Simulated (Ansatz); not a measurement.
**Lattice dynamics at Γ of KI (zincblende)**

Perturbation theory with PBEsol in the plane-wave code Ansatz on the PBEsol cell, ground state and force constants on a 6×6×6 mesh. No spin polarisation. The prototype was imposed, so other structures may be more stable.

The symmetry is F-43m (No. 216, cubic); a = 7.839 Å in the conventional setting, 60.22 Å³ an atom. Around K lie 4 I at 3.39 Å; around I lie 4 K at 3.39 Å.

```yaml
crystal:
  lattice:
    - [0.00000, 3.91955, 3.91955]
    - [3.91955, 0.00000, 3.91955]
    - [3.91955, 3.91955, 0.00000]
  atoms:
    - { symbol: K, position: [0.00000, 0.00000, 0.00000] }
    - { symbol: I, position: [0.25000, 0.25000, 0.25000] }
```

Optical modes without the longitudinal term:
```csv
ω (cm⁻¹),degeneracy,"IR intensity, summed over the level ((D/Å)²/amu)"
104,3,2.44
```

The optical mode at Γ lies at 104 cm⁻¹ without the longitudinal term. With the long-range field the highest mode reaches 131 cm⁻¹.

The clamped-ion dielectric constant comes out as 2.25 in all directions. With the ions relaxed, ε⁰ is 3.6 in all directions. Born charges, averaged over directions: K +1.03, I -1.03 e.

With one polar mode in a cubic crystal the Lyddane-Sachs-Teller relation applies: (ω_LO/ω_TO)² = (131.3/104.2)² = 1.589, and ε⁰/ε∞ = 3.583/2.255 = 1.589. The refractive index √ε∞ is 1.50.

For comparison, on the r2SCAN cell the mean ε∞ is 2.14 with r2SCAN (ground state on 6×6×6; least gap 4.47 eV), 2.21 with PBE (ground state on 6×6×6; least gap 3.93 eV).

Spin-orbit coupling is left out, which matters wherever the heavy atoms make up the band edges.
